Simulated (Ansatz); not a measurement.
# GeSe: the cost of one run

Computed with Ansatz 0.2.0, driven from Python. The levels of theory stand in the script.

### Step 1. Starting point

It takes space group Pnma (No. 62, orthorhombic). Conventional cell: a = 10.790 Å, b = 3.820 Å, c = 4.380 Å, α = 90.00°, β = 90.00°, γ = 90.00°. Ge (site symmetry m) has 3 Se at 2.54 to 2.58 Å as nearest neighbours. Se (site symmetry m) has 3 Ge at 2.54 to 2.58 Å as nearest neighbours.

No structure file is read: the coordinates are typed or built in the script.

### Step 2. Script

run_terms.py reads:

```python
import logging
import sys

import ansatz as az
import numpy as np

logging.basicConfig(stream=sys.stdout, format='%(levelname)s %(message)s')
logger = logging.getLogger('gese')
logger.setLevel(logging.INFO)


def main() -> None:
    vectors = np.array([
        [10.79, 0.0, 0.0],
        [0.0, 3.82, 0.0],
        [0.0, 0.0, 4.38],
    ])
    cell = (
        az.Lattice.of(vectors)
        .atom('Ge', (0.121, 0.75, 0.894))
        .atom('Ge', (0.621, 0.75, 0.606))
        .atom('Ge', (0.379, 0.25, 0.394))
        .atom('Ge', (0.879, 0.25, 0.106))
        .atom('Se', (0.852, 0.75, 0.497))
        .atom('Se', (0.352, 0.75, 0.003))
        .atom('Se', (0.648, 0.25, 0.997))
        .atom('Se', (0.148, 0.25, 0.503))
    )

    calculation = (
        cell.calculation()
        .kpoints(2, 6, 6, center='gamma')
        .occupations('fixed')
    )
    with_term = calculation.functional('pbesol', dispersion='d3bj').basis(380).cutoff_correction(530).run(threads=1).report
    without = calculation.functional('pbesol').basis(380).run(threads=1).report
    finer = calculation.functional('pbesol').basis(530).run(threads=1).report
    removed = az.free_energy_without(with_term, az.EnergyTerm.DISPERSION)
    logger.info(f'dispersion term            {with_term["components"]["e_disp"]:.5f} eV')
    logger.info(f'F less dispersion          {removed:.5f} eV, run without it {without["free_energy_ev"]:.5f} eV')
    logger.info(f'F less smearing term       {az.free_energy_without(without, az.EnergyTerm.SMEARING):.5f} eV')
    logger.info(f'estimated gain to 530 eV   {with_term["cutoff_correction"]["energy_ev"]:.5f} eV, found {finer["free_energy_ev"] - without["free_energy_ev"]:.5f} eV')


if __name__ == '__main__':
    main()
```

### Step 3. What the engine is handed

The engine receives this input (first run):

```yaml
crystal:
  lattice:
    - [10.79, 0.0, 0.0]
    - [0.0, 3.82, 0.0]
    - [0.0, 0.0, 4.38]
  atoms:
    - { symbol: Ge, position: [0.121, 0.75, 0.894] }
    - { symbol: Ge, position: [0.621, 0.75, 0.606] }
    - { symbol: Ge, position: [0.379, 0.25, 0.394] }
    - { symbol: Ge, position: [0.879, 0.25, 0.106] }
    - { symbol: Se, position: [0.852, 0.75, 0.497] }
    - { symbol: Se, position: [0.352, 0.75, 0.003] }
    - { symbol: Se, position: [0.648, 0.25, 0.997] }
    - { symbol: Se, position: [0.148, 0.25, 0.503] }
basis:
  ecutwfc: 380.0
kpoints:
  mp_grid:
    grid: [2, 6, 6]
    shift: [0.0, 0.0, 0.0]
hamiltonian:
  xc: pbesol
  dispersion: d3bj
scf:
  occupations:
    method: fixed
output:
  cutoff_correction: 530.0
```

### Step 4. Launch

On the command line:

```bash
$ python run_terms.py
```

**Question.** How long does this script take on 1 thread of Arm Neoverse V1, shared host, and how much memory does it need?

About 77 s, with a peak of 0.69 GiB.
